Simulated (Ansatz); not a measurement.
## Barrier of one jump, H in SiC

These are results of Ansatz, DFT PBE, scalar-relativistic, plane waves, PAW, not measurements. Run with 420 eV cutoff, 2×2×2 k-mesh, shifted by half a step, Gaussian smearing of 0.02 eV, no spin polarisation.

Host crystal, relaxed:

```
CELL_PARAMETERS angstrom
0.00000 2.18986 2.18986
2.18986 0.00000 2.18986
2.18986 2.18986 0.00000
ATOMIC_POSITIONS crystal
Si 0.25000 0.25000 0.25000
C 0.00000 0.00000 0.00000
```

In a supercell of 32 host sites with charge +1, interstitial H hops to an equivalent place, moving 1.03 Å between the relaxed ends. Climbing-image nudged elastic band at fixed cell with images 0 (start) to 6 (end), the path measured over all atoms, converged to 0.05 eV/Å; the order of the saddle wasn't checked, and the small cell leaves errors of about a tenth of an eV. Zero-point motion and tunnelling, which matter for H, are left out.

Supercell rows in host cell vectors: 1 1 -3; -3 1 1; 1 1 1. H was set at (0.750, 0.750, 0.750) of the host cell.

At the relaxed start H has 1 C at 1.12 Å.

Problem. How high is the barrier, and where does the atom pass?

Solution. 0.51 eV at image 3, where H has 2 C at 1.50 Å, 1 Si at 1.64 Å.

Cost: 1 run of about 8.3 core-minutes, on Arm Neoverse V1 (shared hosts).